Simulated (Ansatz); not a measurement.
Bands of W

```xyz
1
Lattice="0.0000 2.0300 2.0300 2.0300 0.0000 2.0300 2.0300 2.0300 0.0000" Properties=species:S:1:pos:R:3 pbc="T T T"
W     0.0000    0.0000    0.0000
```

The geometry is COD entry 1534935, unchecked; take it as a test cell.

Spin–orbit coupling is left out, though it moves levels of the heavy atoms by tenths of an eV or more.

Computed with DFT, PBE, all-electron LAPW, scalar-relativistic in Ansatz 0.2.0.

The runs use a Γ-centred 14×14×14 k mesh, Fermi–Dirac smearing of 0.05 eV, basis error target 0.25 meV/atom, no spin polarisation.

Points in fractions of the reciprocal vectors of this cell: Γ (0, 0, 0), X (0.5, 0, 0.5), U (0.625, 0.25, 0.625), K (0.375, 0.375, 0.75), L (0.5, 0.5, 0.5), W (0.5, 0.25, 0.75). The path joins them by straight lines in the order Γ–X–U–K–Γ–L–W–X; legs that retrace an earlier one aren't tabulated. Energies are in eV from the Fermi level.

**Question.** Is there a gap?

**Answer.** none: bands cross the Fermi level, a metal.

**Question.** List the levels between -5 and 5 eV at the symmetry points.

**Answer.** 
Γ: -0.53 (×3), 2.52 (×2)
X: -4.38, 2.97, 4.90
U: -4.22, -3.19, -0.12, 2.59, 4.55
K: -4.22, -3.19, -0.12, 2.59, 4.55
L: -0.74 (×2), 0.60, 4.93 (×2)
W: -3.62, -1.96 (×2), 1.28
